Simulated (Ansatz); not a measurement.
# Computed properties of KI (P6_3/mmc)

All numbers come from the PAW code Ansatz. No magnetic order and no zero-point or thermal motion.

Structure: KI (P6_3/mmc) from a database of computed structures, at its r2SCAN minimum. Space group P6_3/mmc (No. 194), hexagonal; a = 4.899 Å, c = 8.591 Å in the conventional setting, 44.65 Å³ an atom. K has 6 I at 3.55 Å; I has 6 K at 3.55 Å.

Gaps on the r2SCAN cell, each the least over its mesh and the special points:
```tsv
level	k mesh	gap (eV)	kind	edges	least direct gap (eV)
LDA	6×6×4	3.50	direct	Γ	3.50
PBE	6×6×4	3.86	direct	Γ	3.86
PBE+SOC	6×6×4	3.54	direct	Γ	3.54
r2SCAN	6×6×4	4.50	direct	Γ	4.50
HSE06	6×6×2	4.85	direct	Γ	4.85
DDH-PBE0	6×6×2	6.23	direct	Γ	6.23
PBE0	6×6×2	5.54	direct	Γ	5.54
G0W0@PBE (533 empty bands, 120 eV, 6×6×2)	6×6×2	5.96	–	Γ (mesh)	–
```
PBE: smearing of 0.02 eV; the others have fixed occupations.
Wave cutoffs: 420 eV, 500 eV (r2SCAN).
The G0W0 gap is PBE's gap over the path plus the quasiparticle shift read on the mesh. No extrapolation in bands, cutoff or mesh was made for G0W0.

The HSE06 gap is direct at Γ: 4.85 eV. Spin-orbit coupling changes the PBE gap by -0.32 eV, to 3.54 eV.

Set against the finite-basis gap of 5.96 eV from G0W0@PBE (533 empty bands, 120 eV, 6×6×2), the closest functional is DDH-PBE0, which differs by +0.27 eV, at about 40 times r2SCAN's cost; G0W0 itself took about 160 times r2SCAN's cost. The others: PBE0 -0.42, HSE06 -1.11, r2SCAN -1.46, PBE -2.10, LDA -2.46 eV. The yardstick's own error is a tenth of an eV or more. r2SCAN covers 64 % of the step from PBE to HSE06, while HSE06 needs about 29 times r2SCAN's cost (on a coarser mesh). Spin-orbit coupling moves the least or the direct gap by up to 0.32 eV, so it has to be included where a tenth of an eV counts. Among these functionals the gap stays direct.

r2SCAN (ground state on 6×6×4): ε∞: 2.72 along x and y, 2.73 along z. Born charges, averaged over directions: K +1.12, I -1.12 e. PBE (ground state on 6×6×4): The clamped-ion dielectric constant comes out as 2.86, 2.85 and 2.86 along x, y and z. Born charges, averaged over directions: K +1.15, I -1.15 e.

Only the levels marked +SOC include spin-orbit coupling.

The meshes of the hybrids are coarse, so their gaps aren't converged to the digits shown.
